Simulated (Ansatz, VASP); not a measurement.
# One calculation of BN, two programs

```
B N
1.0
     0.00000    1.74461    1.74461
     1.74461    0.00000    1.74461
     1.74461    1.74461    0.00000
B N
1 1
Direct
  0.00000 0.00000 0.00000
  0.75000 0.75000 0.75000
```

Alike in both runs: task single point; functional PBE; k mesh 12 × 12 × 12; occupations gaussian, width 0.02 eV; no spin polarisation.

|  | VASP | Ansatz |
| --- | --- | --- |
| version | VASP 6.6.1 | Ansatz 0.2.0 |
| potentials or method | VASP PAW PBE potentials, release 64 (B, N) | scalar-relativistic, plane waves, PAW |
| plane-wave cutoff (eV) | 520 | 420 |
| valence electrons in the cell | 8 | 8 |

|  | VASP | Ansatz | Ansatz less VASP |
| --- | --- | --- | --- |
| gap on the k mesh at the Fermi level (eV) | 4.56 | 4.58 | +0.014 |
| least direct gap on the mesh (eV) | 9.33 | 9.34 | +0.013 |
| pressure (GPa) | 52.9 | 52.3 | -0.62 |

Caveats: so large a pressure means that the cell lies far from this level's equilibrium, or that cutoff or potentials fall short (VASP). A k mesh can miss the band edges.
